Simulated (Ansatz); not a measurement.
# Li2S: the dielectric function from several functionals

Aim: the dielectric function of Li2S in the independent-particle picture, and how it depends on the functional and on the gap. Plan: HSE06 for the gap; optics with PBE on 6×6×6; optics with r2SCAN on 6×6×6; optics with PBE and scissors to the HSE06 gap on 6×6×6.

The COD entry's cell or inner coordinates are ideal or old and differ from later refinements, so a difference from it is no clean test against experiment.

Program: Ansatz 0.2.0. Level of theory: plane waves, PAW; no local fields, no excitons. These are calculated values, not measurements.

## 1. The structure to begin with

Symmetry: Fm-3m, No. 225, cubic system. The conventional cell has a = 5.691 Å, b = 5.691 Å, c = 5.691 Å, α = 90.00°, β = 90.00°, γ = 90.00°. Around Li (site symmetry -43m) lie 4 S at 2.46 Å. Around S (site symmetry m-3m) lie 8 Li at 2.46 Å.

Structure file:

```
CELL_PARAMETERS angstrom
0.00000 2.84529 2.84529
2.84529 0.00000 2.84529
2.84529 2.84529 0.00000
ATOMIC_POSITIONS crystal
Li 0.25000 0.25000 0.25000
Li 0.75000 0.75000 0.75000
S 0.00000 0.00000 0.00000
```

Cell and atoms come from an earlier r2SCAN relaxation.

## 2. A hybrid for the gap

The input, input.yaml:

```yaml
crystal:
  lattice:
    - [0.0, 2.845294418, 2.845294418]
    - [2.845294418, 0.0, 2.845294418]
    - [2.845294418, 2.845294418, 0.0]
  atoms:
    - { symbol: Li, position: [0.25, 0.25, 0.25] }
    - { symbol: Li, position: [0.75, 0.75, 0.75] }
    - { symbol: S, position: [0.0, 0.0, 0.0] }
kpoints:
  mp_grid: { grid: [4, 4, 4] }
  band_path:
    path:
      - [0.0, 0.0, 0.0]
      - [0.5, 0.0, 0.5]
      - [0.625, 0.25, 0.625]
      - [0.375, 0.375, 0.75]
      - [0.5, 0.5, 0.5]
      - [0.5, 0.25, 0.75]
      - [0.0, 0.5, 0.5]
    npoints: 1
hamiltonian:
  xc: hse06
scf:
  occupations: { method: fixed }
  n_extra_bands: 4
output:
  forces: true
  stress: true
  eigenvalues: true
```

Run with:

```console
$ ansatz run input.yaml --threads 4 --pin off --max-ram 3686MiB --backend cpu --events-out ev --progress --plain --runs-dir out
```

After this run come: Optics, PBE; Optics, r2SCAN; Optics, PBE with a scissors shift.

Before running them: what should the planned runs give, taken together? Wanted: ε∞, PBE; ε∞, r2SCAN; tallest peak of ε₂, PBE; tallest peak of ε₂, r2SCAN; HSE06 direct gap.

As calculated:

| quantity | value |
| --- | --- |
| ε∞, PBE | 4.29 |
| ε∞, r2SCAN | 3.90 |
| ε∞, PBE + 1.06 eV scissors | 3.87 |
| tallest peak of ε₂, PBE | 13.7 at 7.10 eV |
| tallest peak of ε₂, r2SCAN | 13.0 at 7.75 eV |
| tallest peak of ε₂, PBE + 1.06 eV scissors | 13.7 at 8.15 eV |
| HSE06 direct gap | 5.35 eV |

**Reading.** From PBE to PBE + 1.06 eV scissors the direct gap grows from 4.29 to 5.35 eV, and ε∞ goes from 4.29 to 3.87: a wider gap screens less. Local fields and excitons are left out: both change ε∞, and without excitons the onset lacks its lines.
